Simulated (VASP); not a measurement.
VASP 6.6.1 run: SrO

INCAR

```
ISMEAR = -1
GGA = PE
NELM = 120
SIGMA = 0.02
PREC = Accurate
LREAL = .FALSE.
NBANDS = 20
EDIFF = 1E-7
LASPH = .TRUE.
NSW = 0
LCHARG = .FALSE.
IBRION = -1
LWAVE = .FALSE.
ISIF = 2
ENCUT = 520
```

KPOINTS

```
KPOINTS created by Atomic Simulation Environment
0
Gamma
8 8 8
0 0 0
```

POSCAR

```
Sr O
 1.0000000000000000
     0.0000000000000000    2.6830880188999999    2.5299257842000000
     2.6830880188999999    0.0000000000000000    2.5299257842000000
     2.6830880188999999    2.6830880188999999    0.0000000000000000
 Sr  O
   1   1
Cartesian
  0.0000000000000000  0.0000000000000000  0.0000000000000000
  2.6830880188999999  2.6830880188999999  2.5299257842000000
```

The recommended PBE PAW datasets give the neutral cell 16 valence electrons.

Command

```
mpirun -np 1 vasp_std
```

Question: Predict the outcome of this run.

Answer: It converged. Results: gap between bands v and c on the k mesh 3.03 eV; least direct gap on the k mesh 3.32 eV; pressure -1.9 GPa. Band v is the last that the valence electrons fill when counted band by band, and c is the next.

OSZICAR

```
N       E                     dE             d eps       ncg     rms          rms(c)
DAV:   1     0.667246782906E+02    0.66725E+02   -0.79513E+03  2360   0.780E+02
DAV:   2    -0.112455780357E+02   -0.77970E+02   -0.73218E+02  3072   0.189E+02
DAV:   3    -0.141908469973E+02   -0.29453E+01   -0.29229E+01  3068   0.303E+01
DAV:   4    -0.142448190854E+02   -0.53972E-01   -0.53953E-01  3004   0.388E+00
DAV:   5    -0.142459537692E+02   -0.11347E-02   -0.11347E-02  2896   0.463E-01    0.149E+01
DAV:   6    -0.121912882983E+02    0.20547E+01   -0.40690E+00  2536   0.144E+01    0.176E+01
DAV:   7    -0.120300350033E+02    0.16125E+00   -0.22207E-01  2612   0.373E+00    0.100E+01
DAV:   8    -0.120177192453E+02    0.12316E-01   -0.14778E-01  2968   0.289E+00    0.399E-01
DAV:   9    -0.120187284742E+02   -0.10092E-02   -0.61418E-03  2844   0.376E-01    0.261E-01
DAV:  10    -0.120192172802E+02   -0.48881E-03   -0.58740E-04  2640   0.177E-01    0.665E-02
DAV:  11    -0.120193485027E+02   -0.13122E-03   -0.11617E-04  2676   0.651E-02    0.294E-02
DAV:  12    -0.120193683818E+02   -0.19879E-04   -0.24268E-05  2608   0.302E-02    0.132E-02
DAV:  13    -0.120193684324E+02   -0.50592E-07   -0.62941E-07  2696   0.556E-03
   1 F= -.12019368E+02 E0= -.12019368E+02  d E =-.188833E-13
```

Standard output (part)

```
POSCAR found type information on POSCAR SrO
 POSCAR found :  2 types and       2 ions
 LDA part: xc-table for (Slater+PW92), standard interpolation
 POSCAR, INCAR and KPOINTS ok, starting setup
 WAVECAR not read
 entering main loop
```

For comparison, a separate PBE run of the intended cell, on usual settings and not on those above, gives a gap of 3.03 eV on its mesh and a pressure of -1.9 GPa.
